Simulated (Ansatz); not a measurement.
## Cd in Ansatz: convergence with k mesh

The system is Cd.

```
Cd
1.0
     0.00000    2.21815    2.21815
     2.21815    0.00000    2.21815
     2.21815    2.21815    0.00000
Cd
1
Cartesian
  0.0000 0.0000 0.0000
```

This isn't the form of Cd at room conditions, which is hcp.

| Quantity | Value |
| --- | --- |
| Program | Ansatz 0.2.0 |
| Task | convergence study |
| Functional | PBE |
| Potentials or basis | Ansatz PAW |
| Cutoff | 420 eV (not typed: the program's choice for these potentials) |
| k mesh | 3 × 3 × 3 |
| Occupations | methfessel-paxton, width 0.1 eV |
| Spin | spin-orbit coupling, no magnetisation |

These are the settings of the first run; the series varies k mesh, with any setting tied to it.

Hardware: 2 threads of Arm Neoverse V1, with other jobs on the host.

Problem. The values tried are 3 × 3 × 3, 4 × 4 × 4, 5 × 5 × 5, 6 × 6 × 6, 8 × 8 × 8, 9 × 9 × 9, 12 × 12 × 12, 14 × 14 × 14, 17 × 17 × 17, loosest first. From which on does the gap on the mesh stay within 0.01 eV of the tightest run that finished?

Solution. From 4 × 4 × 4 on.

```tsv
k mesh	energy less the tightest run, at zero smearing (meV/atom)	pressure (GPa)	gap on the mesh (eV)	SCF cycles	CPU time (s)	peak memory (GiB)
3 × 3 × 3	158.65	4.42	2.507	6	0.77	0.27
4 × 4 × 4	-183.42	1.86	0.000	6	1	0.28
5 × 5 × 5	63.04	2.95	0.000	6	1.1	0.28
6 × 6 × 6	110.80	3.84	0.000	6	1.5	0.29
8 × 8 × 8	6.34	2.07	0.000	6	2.3	0.31
9 × 9 × 9	7.84	2.14	0.000	6	2.7	0.32
12 × 12 × 12	9.28	1.97	0.000	6	5	0.36
14 × 14 × 14	-6.46	1.98	0.000	6	7.1	0.39
17 × 17 × 17	0.00	1.98	0.000	6	11	0.43
```

Against the tightest run, the pressure stays within 0.1 GPa from 12 × 12 × 12 on. Not settled before the last step: the energy (to 1 meV/atom). Meshes of other sizes hit other points, so gaps and Fermi surfaces needn't settle smoothly. The tightest run that finished is the yardstick and may itself not be fully converged.
